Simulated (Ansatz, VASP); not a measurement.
**TiO in VASP and in Ansatz**

```
Ti O
1.0
     2.83247    0.00000    0.00000
    -1.41623    2.45299    0.00000
     0.00000    0.00000    5.53014
Ti O
2 2
Cartesian
  1.4162 0.8177 4.1476
  0.0000 1.6353 1.3825
  0.0000 0.0000 2.7651
  0.0000 0.0000 0.0000
```

Change from the starting cell: volume scaled by 0.98.

Alike in both runs: task single point; functional PBEsol; k mesh 11 × 11 × 5; occupations fermi-dirac, width 0.05 eV; no spin polarisation.

|  | VASP | Ansatz |
| --- | --- | --- |
| version | VASP 6.6.1 | Ansatz 0.2.0 |
| potentials or method | VASP PAW PBE potentials, release 64 (Ti_sv, O) | Ansatz PAW |
| plane-wave cutoff (eV) | 520 | 420 |
| valence electrons in the cell | 36 | 36 |

|  | VASP | Ansatz | Ansatz less VASP |
| --- | --- | --- | --- |
| gap on the k mesh at the Fermi level (eV) | none | none | - |
| pressure (GPa) | -4.9 | -5.6 | -0.71 |
| largest component of the traceless stress (GPa) | 1.87 | 1.97 | +0.094 |

A gap of «none» marks a metal or a gap that the smearing closes.

Caveats: semilocal functionals often make such compounds metallic where correlation or magnetic order opens a gap, which also shifts bond lengths; the PAW data sets were made with another functional, which shifts forces and pressure a little (VASP); the pressure holds a Pulay correction of +0.7 GPa for the finite cutoff (Ansatz); the PAW data sets come from PBE, with cores solved anew for the run's functional, which leaves a small shift of forces and pressure (Ansatz).
